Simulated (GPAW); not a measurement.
Runs of GPAW 26.7.0 on TiTe. Symmetry: P6_3/mmc, No. 194, hexagonal system. The conventional cell has a = 3.842 Å, b = 3.842 Å, c = 6.403 Å, α = 90.00°, β = 90.00°, γ = 120.00°. Around Te (site symmetry -6m2) lie 6 Ti at 2.74 Å. Ti (site symmetry -3m) has 6 Te at 2.74 Å as nearest neighbours. 

```csv
task,level,potentials or basis,spin,k mesh,band path,band points,spin axis theta (degrees),spin axis phi (degrees),soc after scf,pressure (GPa)
band structure,LDA,"the program's PAW data sets (release 1.2.1) made for this functional, pw",off,7 × 7 × 4,"GMKGALHA,LM,KH",60,-,-,-,(a)
band structure,r2SCAN,"GPAW PAW data sets (gpaw-data 1.2.1), pw",off,7 × 7 × 4,"GMKGALHA,LM,KH",60,-,-,-,7.2
band structure,PBEsol,"PAW data sets generated in the run's folder for this functional, pw",off,7 × 7 × 4,"GMKGALHA,LM,KH",60,-,-,-,2.9
band structure,PBEsol,"PAW data sets generated in the run's folder for this functional, pw","SOC, no magnetisation",8 × 8 × 4,"GMKGALHA,LM,KH",80,0,0,second variation,2.9
```

Alike in all rows: cell as given; cutoff (eV) 600; smearing fermi-dirac 0.05 eV.

Problem. Fill in the values left out.

Solution. (a) 0.0.

Caveats: the PAW data sets were made with another functional, which shifts forces and pressure a little (some runs); spin-orbit coupling was added after a scalar SCF, so levels and gaps hold it while energy, forces, pressure and moments don't (some runs).

Not every run made on this cell is shown here.
